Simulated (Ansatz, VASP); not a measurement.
# Fe: VASP beside Ansatz

```xyz
1
Lattice="-1.4574 1.4574 1.4430 1.4574 -1.4574 1.4430 1.4574 1.4574 -1.4430" Properties=species:S:1:pos:R:3 pbc="T T T"
Fe    0.0000    0.0000    0.0000
```

Alike in both runs: task single point; functional PBEsol; k mesh 11 × 11 × 11; occupations fermi-dirac, width 0.05 eV; collinear spin.

```csv
,VASP,Ansatz
version,VASP 6.6.1,Ansatz 0.2.0
potentials or method,"VASP PAW PBE potentials, release 64 (Fe)",Ansatz PAW
plane-wave cutoff (eV),520,420
valence electrons in the cell,8,16
```

|  | VASP | Ansatz | Ansatz less VASP |
| --- | --- | --- | --- |
| gap on the k mesh at the Fermi level (eV) | none | none | - |
| pressure (GPa) | -19.8 | -20.2 | -0.47 |
| largest component of the traceless stress (GPa) | 0.57 | 0.60 | +0.034 |
| net moment per atom (μB) | 2.33 | 2.31 | -0.022 |
| size of the moment on the site where the two differ most (μB) | 2.33 | 2.35 | +0.023 |

Site moments also hang on the region over which each program counts them. A gap of «none» marks a metal or a gap that the smearing closes. The two sets of potentials don't hold the same shells in valence.

Caveats: so large a pressure means that the cell lies far from this level's equilibrium, or that cutoff or potentials fall short (VASP); the potentials were made for another functional, which shifts forces and pressure (VASP); the PAW data sets come from PBE, with cores solved anew for the run's functional, which leaves a small shift of forces and pressure (Ansatz).
